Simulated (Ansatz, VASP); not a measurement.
# One calculation of TaN, two programs

INCAR

```
PREC = Accurate
ENCUT = 520
EDIFF = 1E-7
ISMEAR = -1
SIGMA = 0.02
LREAL = False
LASPH = True
NELM = 80
ALGO = Normal
ISIF = 2
LWAVE = False
LCHARG = False
GGA = PS
NBANDS = 15
```

KPOINTS

```
Automatic mesh
0
Gamma
  9 9 9
```

POSCAR

```
TaN
1.0
    0.0000000000      2.1643753983      2.1643753983
    2.1643753983      0.0000000000      2.1643753983
    2.1643753983      2.1643753983      0.0000000000
Ta N
1 1
Direct
    0.5000000000      0.5000000000      0.5000000000
    0.0000000000      0.0000000000      0.0000000000
```

Input for Ansatz:

```yaml
crystal:
  lattice:
    - [0.0, 2.1643753983, 2.1643753983]
    - [2.1643753983, 0.0, 2.1643753983]
    - [2.1643753983, 2.1643753983, 0.0]
  atoms:
    - { symbol: Ta, position: [0.5, 0.5, 0.5] }
    - { symbol: "N", position: [0.0, 0.0, 0.0] }
kpoints:
  mp_grid: { grid: [9, 9, 9] }
  band_path:
    path:
      - [0.0, 0.0, 0.0]
      - [0.5, 0.0, 0.5]
      - [0.625, 0.25, 0.625]
      - [0.375, 0.375, 0.75]
      - [0.0, 0.0, 0.0]
      - [0.5, 0.5, 0.5]
      - [0.5, 0.25, 0.75]
      - [0.5, 0.0, 0.5]
    npoints: 5
scf:
  occupations: { method: fermi_dirac, width: 0.02 }
hamiltonian:
  xc: pbesol
  pseudopotentials: { kind: all_electron, lapw: { basis_error: 0.0005 } }
output:
  forces: true
  stress: true
  eigenvalues: true
```

Change from the starting cell: volume scaled by 0.98.

Alike in both runs: task single point; functional PBEsol; k mesh 9 × 9 × 9; occupations fermi-dirac, width 0.02 eV; no spin polarisation.

|  | VASP | Ansatz |
| --- | --- | --- |
| version | VASP 6.6.1 | Ansatz 0.2.0 |
| potentials or method | VASP PAW PBE potentials, release 64 (Ta_pv, N) | all-electron LAPW, scalar-relativistic |
| plane-wave cutoff (eV) | 520 | see its input |

Ansatz gave:

- pressure (GPa): 12.2

Problem. What did VASP give for the same quantities?

Solution. Pressure (GPa): 13.5.

Ansatz ran all-electron here, so the differences hold the error of VASP's frozen core and of both bases.

Caveats: the PAW data sets were made with another functional, which shifts forces and pressure a little (VASP). Spin-orbit coupling is left out, which matters for the levels of Ta.
